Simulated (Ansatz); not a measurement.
# ZnCu2SnSe4: the cost of one run

Method: reference: DFT PBE, plane waves, PAW, scalar-relativistic, no spin polarisation, in Ansatz 0.2.0.

**1. The system as given**

It takes space group I-42m (No. 121, tetragonal). The conventional cell has a = 5.662 Å, b = 5.662 Å, c = 11.091 Å, α = 90.00°, β = 90.00°, γ = 90.00°. Sn (site symmetry -42m) has 4 Se at 2.46 Å as nearest neighbours. Se (site symmetry m) has 2 Cu at 2.36 Å and 1 Sn at 2.46 Å and 1 Zn at 2.58 Å as nearest neighbours. Around Cu (site symmetry -4) lie 4 Se at 2.36 Å. Around Zn (site symmetry -42m) lie 4 Se at 2.58 Å.

Structure file:

```
CELL_PARAMETERS angstrom
0.00000 5.66199 0.00000
5.66199 0.00000 0.00000
2.83100 2.83100 -5.54557
ATOMIC_POSITIONS crystal
Sn 0.50000 0.50000 0.00000
Se 0.39730 0.39730 0.72360
Se 0.60270 0.12090 0.27640
Se 0.87910 0.87910 0.72360
Se 0.12090 0.60270 0.27640
Cu 0.75000 0.25000 0.50000
Cu 0.25000 0.75000 0.50000
Zn 0.00000 0.00000 0.00000
```

**2. Reference**

File input.yaml:

```yaml
crystal:
  lattice:
    - [0.0, 5.661993, 0.0]
    - [5.661993, 0.0, 0.0]
    - [2.830997, 2.830997, -5.545573]
  atoms:
    - { symbol: Sn, position: [0.5, 0.5, 0.0] }
    - { symbol: Se, position: [0.3973, 0.3973, 0.7236] }
    - { symbol: Se, position: [0.6027, 0.1209, 0.2764] }
    - { symbol: Se, position: [0.8791, 0.8791, 0.7236] }
    - { symbol: Se, position: [0.1209, 0.6027, 0.2764] }
    - { symbol: Cu, position: [0.75, 0.25, 0.5] }
    - { symbol: Cu, position: [0.25, 0.75, 0.5] }
    - { symbol: Zn, position: [0.0, 0.0, 0.0] }
  symmetry: { tolerance: 0.0003 }
kpoints:
  mp_grid: { grid: [4, 4, 4], shift: [0, 0, 0] }
magnetization:
  spin_polarized: false
scf:
  occupations: { method: cold, width: 0.2432 }
hamiltonian:
  pseudopotentials: { kind: paw }
  xc: pbe
basis:
  ecutwfc: 420
output:
  forces: true
  stress: true
  eigenvalues: true
```

Command:

```console
> ansatz run input.yaml --threads 1 --pin off --max-ram 2560MiB --backend cpu --events-out ev --progress --plain --runs-dir out
```

Q: Estimate wall time and peak memory on 1 thread of Intel Xeon 6975P-C (Granite Rapids), shared host.

About 9.5 s, with a peak of 0.56 GiB.
